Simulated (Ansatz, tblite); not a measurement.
SrCl₂: GFN2-xTB, run from Python

These are simulated results from tblite 0.8.0, not measurements. The cell was built from a prototype and was relaxed with r2SCAN in plane waves (Ansatz 0.2.0). It may be hypothetical. It is a single sheet, repeated along a and b, with vacuum along c. All runs are without spin polarisation.

The sheet's in-plane cell has a = 4.187 Å, b = 4.187 Å (γ = 120.0°), and its outermost atoms lie 3.31 Å apart along the normal. Sr has 6 Cl at 2.93 Å; Cl has 3 Sr at 2.93 Å.

tblite solves periodic systems at the zone centre alone, so the script builds a cluster of 3×3×1 conventional cells (27 atoms), which folds in a coarse mesh of k points.

Input script:

```python
import json
from ase import Atoms
from ase.build import make_supercell
from ase.units import Bohr, GPa, Hartree
from tblite.interface import Calculator

atoms = Atoms(['Sr', 'Cl', 'Cl'],
              cell=[[4.187113, -0.0, 0.0], [-2.093557, 3.626146, -0.0], [0.0, 0.0, 31.153391]],
              scaled_positions=[[0.333333, 0.666667, 0.288893], [0.666667, 0.333333, 0.341982], [0.666667, 0.333333, 0.235804]],
              pbc=True)
cluster = make_supercell(atoms, [[3, 0, 0], [0, 3, 0], [0, 0, 1]])
calc = Calculator('GFN2-xTB', cluster.numbers, cluster.positions / Bohr, lattice=cluster.cell[:] / Bohr, periodic=cluster.pbc)
calc.set('temperature', 0.02 / Hartree)
calc.set('max-iter', 150)
res = calc.singlepoint()
levels = res.get('orbital-energies') * Hartree
nv = round(res.get('orbital-occupations').sum() / 2)
cells = len(cluster) // len(atoms)
out = {'energy_per_cell': res.get('energy') * Hartree / cells, 'homo': levels[nv - 1], 'lumo': levels[nv],
       'stress': (-res.get('virial') * Hartree / cluster.get_volume() / GPa).tolist(), 'charges': res.get('charges')[:len(atoms)].tolist(), 'electrons': 2 * nv / cells}
json.dump(out, open('results.json', 'w'))
for key, value in out.items():
    print(key, value)
```

Command: `python run.py`. It took 1.2 s on 1 thread of Arm Neoverse V1 (shared host), peak memory 0.098 GiB.

The log:

```
------------------------------------------------------------
  cycle        total energy    energy error   density error
------------------------------------------------------------
      1     -85.12195148509  -8.5133002E+01   6.4295387E-01
      2     -87.48246373519  -2.3605123E+00   8.1608111E-01
      3     -87.18787474013   2.9458900E-01   9.5831879E-01
      4     -87.87818686929  -6.9031213E-01   3.5791074E-01
      5     -87.00117276006   8.7701411E-01   7.8917876E-01
      6     -88.05398717047  -1.0528144E+00   8.3408309E-02
      7     -88.05045101577   3.5361547E-03   4.9937445E-02
      8     -88.05659528908  -6.1442733E-03   3.1582922E-03
      9     -88.05677917279  -1.8388371E-04   7.5772595E-03
     10     -88.05686047961  -8.1306823E-05   1.0134905E-03
     11     -88.05688709431  -2.6614695E-05   7.4286833E-04
     12     -88.05688772237  -6.2806154E-07   7.6174138E-04
     13     -88.05688759423   1.2813663E-07   5.7247134E-04
     14     -88.05688759521  -9.7570307E-10   5.7485919E-04
     15     -88.05688755609   3.9118646E-08   6.1769050E-04
     16     -88.05688698888   5.6720968E-07   5.1428762E-04
     17     -88.05688737291  -3.8402713E-07   3.9424780E-04
     18     -88.05688778369  -4.1078486E-07   1.8122068E-04
     19     -88.05688789227  -1.0857359E-07   1.7019655E-05
------------------------------------------------------------

 total:                                   0.585 sec
energy_per_cell -266.23888539343017
homo -12.836557123616924
lumo -10.161028134330344
stress [[3.2188653856257288, -7.288646386549081e-06, 2.3850632599295776e-15], [-7.288646386613814e-06, 3.218857200624422, 6.227103696155683e-15], [2.3737092703708847e-15, 6.247281355923851e-15, -0.31463440455152814]]
charges [0.6183189944883053, -0.3091593345413008, -0.3091593345413039]
electrons 16.0
```

The cycle table is in hartree for the whole cluster, and the lines after it are in eV (the energy for one cell). The printed stress is in GPa and positive in compression, and the pressure is its mean diagonal, here averaged over the vacuum too.

GFN2-xTB gives a gap of 2.68 eV. On the same cell, plane-wave PBE (Ansatz, 12×12×1 k points and the special points) gives a gap of 5.02 eV and r2SCAN a gap of 5.45 eV; on shared hosts these took about 25 and 63 core-seconds on the 3-atom cell, against 1.2 for the script. Semilocal gaps usually lie below measured ones. xTB was fitted to molecules, so gaps, charges and pressures of solids can be far off, and the gap also depends on the size of the cluster.

xTB was fitted mostly to molecules, and a small cluster samples few k points, so gaps, pressures and kinks along a curve can be far from a solid's.
